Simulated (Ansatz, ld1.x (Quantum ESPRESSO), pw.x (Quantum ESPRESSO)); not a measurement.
C (Z = 6): does the RRKJ potential hold in the solid?

* Element: C (Z = 6)
* Generator: ld1.x (Quantum ESPRESSO) 7.5
* Type: norm-conserving RRKJ (Kleinman–Bylander form)
* Functional: PBE
* Relativity: scalar-relativistic
* Frozen core: [He]
* Valence charge: 4
* Reference configuration: 2s2 2p2
* Partial waves: 2s (bound): rc 1.15 bohr; 2p (bound): rc 3.15 bohr; 3d channel at 0.25 Ry: rc 3.40 bohr
* Local potential: all-electron potential smoothed inside 1.50 bohr (lloc = -2)
* Core correction: Bessel-smoothed model core inside 1.10 bohr
* rho0: 0.001

Atomic tests: cutoffs needed: 60 Ry and 90 Ry (the cutoffs (Ry, on a coarse ladder) from which the occupation-weighted sum of valence levels, in a spherical-Bessel basis at the reference potential, stays within 10 and 1 mRy of its value at 400 Ry); ghost test: no extra level below or beside the all-electron valence levels (s, p, d, f tested) (spherical-Bessel basis up to 400 Ry, 20 bohr box); configuration tests: 1 of 7 tests not solved or not reliable.

Crystal test: fcc C in pw.x 7.5, no spin, 18³ k-points, Fermi–Dirac smearing 0.01 Ry, cutoffs 110/440 Ry. The reference is all-electron LAPW (Ansatz 0.2.0) with the same functional, mesh and smearing; V0 and B0 come from Birch–Murnaghan fits to the pressures at five volumes. Errors are pseudo minus all-electron; Δ is the rms difference of the E(V) curves that follow from these fits, minima aligned, over ±6 % about the mean V0. Mesh and smearing are coarse, so the numbers serve the comparison and aren't converged zero-temperature values; the lattice is a test structure that the element need not adopt.

All-electron: a0 = 3.083 Å (V0 = 7.33 Å³/atom), B0 = 151.8 GPa.

Problem. How far does the potential miss the all-electron equation of state?

Solution. mean pressure error (GPa): -4.42. The pressure does not cross zero within the volumes sampled, so no fit is given. The largest radius (3.40 bohr) exceeds half the bond length (2.07 bohr), so the spheres overlap, which is one possible source of error among others. This is a poor potential for the solid. The pseudo pressure rises with volume over the whole range, a mechanical instability. Atomic configuration tests: 1 of 7 tests not solved or not reliable.

```json
{"V (Å³/atom)": "7.083", "P all-electron (GPa)": "5.44", "P pseudo (GPa)": "-8.47"}
{"V (Å³/atom)": "7.270", "P all-electron (GPa)": "1.19", "P pseudo (GPa)": "-7.03"}
{"V (Å³/atom)": "7.456", "P all-electron (GPa)": "-2.58", "P pseudo (GPa)": "-6.13"}
{"V (Å³/atom)": "7.642", "P all-electron (GPa)": "-5.94", "P pseudo (GPa)": "-5.68"}
{"V (Å³/atom)": "7.829", "P all-electron (GPa)": "-8.92", "P pseudo (GPa)": "-5.59"}
```

Problem. At the middle volume, how do free energy and pressure move when the wave cutoff is lowered (ecutrho kept at four times it)?

Solution.

| cutoff (Ry) | shift of F (meV/atom) | shift of P (GPa) |
| --- | --- | --- |
| 50 | +301.6 | -19.04 |
| 66 | +72.7 | -6.54 |
| 88 | +6.7 | -1.04 |

The run at the middle volume (195 k-points, 7 iterations) took about 19 s on one core of a shared host (Neoverse-V2, 96 threads, 742 GiB, load 69).
